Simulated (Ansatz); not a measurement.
# MgTe: the cost of one run

Program: Ansatz 0.2.0. Level of theory: DFT PBE, scalar-relativistic, plane waves, PAW. These are calculated values, not measurements.

## Step 1: Starting point

Symmetry: F-43m, No. 216, cubic system. The conventional cell has a = 6.464 Å, b = 6.464 Å, c = 6.464 Å, α = 90.00°, β = 90.00°, γ = 90.00°. Mg (site symmetry -43m) is surrounded by 4 Te at 2.80 Å. Te (site symmetry -43m) has 4 Mg at 2.80 Å as nearest neighbours.

Structure file:

```
Mg Te
1.0
    -6.46400    6.46400    0.00000
    -6.46400    0.00000    6.46400
     0.00000    6.46400    6.46400
Mg Te
8 8
Direct
  0.00000 0.00000 0.00000
  0.50000 0.00000 0.00000
  0.00000 0.50000 0.00000
  0.00000 0.00000 0.50000
  0.50000 0.50000 0.00000
  0.50000 0.00000 0.50000
  0.00000 0.50000 0.50000
  0.50000 0.50000 0.50000
  0.62500 0.62500 0.12500
  0.12500 0.62500 0.12500
  0.62500 0.12500 0.12500
  0.62500 0.62500 0.62500
  0.12500 0.12500 0.12500
  0.12500 0.62500 0.62500
  0.62500 0.12500 0.62500
  0.12500 0.12500 0.62500
```

It goes back to an entry of the Materials Project, which need not be the stable form.

No relaxation comes first: the listed cell is the starting point.

## Step 2: Reference: the perfect supercell

Contents of input.yaml:

```yaml
crystal:
  lattice:
    - [-6.4639976478, 6.4639976478, 0.0]
    - [-6.4639976478, 0.0, 6.4639976478]
    - [0.0, 6.4639976478, 6.4639976478]
  atoms:
    - { symbol: Mg, position: [0.0, 0.0, 0.0] }
    - { symbol: Mg, position: [0.5, 0.0, 0.0] }
    - { symbol: Mg, position: [0.0, 0.5, 0.0] }
    - { symbol: Mg, position: [0.0, 0.0, 0.5] }
    - { symbol: Mg, position: [0.5, 0.5, 0.0] }
    - { symbol: Mg, position: [0.5, 0.0, 0.5] }
    - { symbol: Mg, position: [0.0, 0.5, 0.5] }
    - { symbol: Mg, position: [0.5, 0.5, 0.5] }
    - { symbol: Te, position: [0.625, 0.625, 0.125] }
    - { symbol: Te, position: [0.125, 0.625, 0.125] }
    - { symbol: Te, position: [0.625, 0.125, 0.125] }
    - { symbol: Te, position: [0.625, 0.625, 0.625] }
    - { symbol: Te, position: [0.125, 0.125, 0.125] }
    - { symbol: Te, position: [0.125, 0.625, 0.625] }
    - { symbol: Te, position: [0.625, 0.125, 0.625] }
    - { symbol: Te, position: [0.125, 0.125, 0.625] }
  symmetry: { detect: false }
basis:
  ecutwfc: 420
kpoints:
  mp_grid: { grid: [2, 2, 2], shift: [0.5, 0.5, 0.5] }
hamiltonian:
  xc: pbe
scf:
  occupations: { method: gaussian, width: 0.1 }
output:
  forces: true
  stress: true
  eigenvalues: true
```

The run is started by

```bash
$ ansatz run input.yaml --threads 4 --pin off --max-ram 5120MiB --backend cpu --events-out ev --progress --plain --runs-dir out
```

What time and memory should one allow on 4 threads of Intel Xeon 6975P-C (Granite Rapids), shared host?

About 4.1 s, with a peak of 1.5 GiB.
